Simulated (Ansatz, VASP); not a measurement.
# Two plane-wave programs on Cl

```
Cl
1.0
     8.43433    0.00000    0.00000
     0.00000    8.43433    0.00000
     0.00000    0.00000    8.43433
Cl
16
Direct
  0.39133 0.70360 0.75754
  0.35985 0.67980 0.51797
  0.96089 0.26461 0.83918
  0.98148 0.27408 0.59786
  0.17135 0.49385 0.02033
  0.32263 0.64963 0.12792
  0.43489 0.26678 0.78036
  0.57557 0.08549 0.71021
  0.53526 0.88241 0.26916
  0.59638 0.95955 0.04768
  0.18071 0.05203 0.24579
  0.99528 0.20597 0.23498
  0.76499 0.77281 0.63064
  0.94380 0.81283 0.47644
  0.57651 0.31074 0.32683
  0.72963 0.44757 0.20660
```

Alike in both runs: functional PBE; dispersion D3(BJ); k mesh 1 × 1 × 1; occupations fermi-dirac, width 0.05 eV; no spin polarisation.

Ansatz relaxed the structure, and its values are those at the end. VASP's run is a single point on that final structure, the one shown.

```csv
,VASP,Ansatz
version,VASP 6.6.1,Ansatz 0.2.0
potentials or method,"VASP PAW PBE potentials, release 64 (Cl)","scalar-relativistic, plane waves, PAW"
plane-wave cutoff (eV),520,420
valence electrons in the cell,112,112
```

Ansatz gave:

- rms of the force components (eV/Å): 0.064
- dispersion energy (meV/atom): -110.7

Task: Estimate VASP's values.

Result: rms of the force components (eV/Å): 0.139; dispersion energy (meV/atom): -110.7.
